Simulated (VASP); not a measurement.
AlRu: relaxation of cell and atoms with HSE06

AlRu:

```xyz
2
Lattice="2.9916 0.0000 0.0000 0.0000 2.9916 0.0000 0.0000 0.0000 2.9916" Properties=species:S:1:pos:R:3 pbc="T T T"
Ru    1.4958    1.4958    1.4958
Al    0.0000    0.0000    0.0000
```

```json
{"Program": "VASP 6.6.1", "Task": "relaxation of cell and atoms", "Functional": "HSE06", "Potentials or basis": "VASP PAW PBE potentials, release 64 (Ru_pv, Al)", "Cutoff": "600 eV", "k mesh": "5 × 5 × 5", "Occupations": "fermi-dirac, width 0.05 eV", "Spin": "no spin polarisation", "Grid for exact exchange (PRECFOCK)": "Fast", "Screening parameter": "0.2 1/A", "Further INCAR settings": "ALGO = Normal; EDIFF = 1e-06; IBRION = 2; EDIFFG = -0.02; NSW = 40; ISIF = 3"}
```

```yaml
Relaxed_volume: 13.22 Å³/atom
Relaxed_cell: a = 2.979 Å, b = 2.979 Å, c = 2.979 Å, α = 90.00°, β = 90.00°, γ = 90.00°
Space_group_after_relaxing_to_0.05_Å: Pm-3m (No. 221)
Energy_gained_by_relaxing: 1.5 meV/atom
Ionic_steps: 3
Pressure_after_relaxing: 0.0 GPa
Band_gap_on_the_k_mesh: none (metal or under the smearing width)
```

Step by step:
| step | energy change (eV) | largest force (eV/Å) | pressure (GPa) | volume (Å³) |
| --- | --- | --- | --- | --- |
| 1 | 0.0000 | 0.0000 | -2.82 | 26.77 |
| 2 | 0.0054 | 0.0000 | 4.93 | 25.87 |
| 3 | -0.0031 | 0.0000 | 0.03 | 26.43 |

Final structure:
```
Ru Al
1.0
     2.97874    0.00000    0.00000
     0.00000    2.97874    0.00000
     0.00000    0.00000    2.97874
Ru Al
1 1
Direct
  0.50000 0.50000 0.50000
  0.00000 0.00000 0.00000
```

Levels at points of the mesh, in eV from the Fermi level:
| k point | band 5 | band 6 | band 7 | band 8 | band 9 | band 10 | band 11 | band 12 |
| --- | --- | --- | --- | --- | --- | --- | --- | --- |
| (0.00, 0.00, 0.00) | -4.31 | -4.31 | -0.45 | -0.45 | -0.45 | 6.73 | 6.73 | 6.73 |

Wall time 5.1 min on 1 thread of Intel(R) Xeon(R) 6975P-C (Granite Rapids), with other jobs on the host, peak memory 0.25 GiB.

Caveat: the k mesh is coarse (spacing up to 0.42 Å⁻¹), so the values aren't converged, least of all with exact exchange; the PAW data sets were made with another functional, which shifts forces and pressure a little.
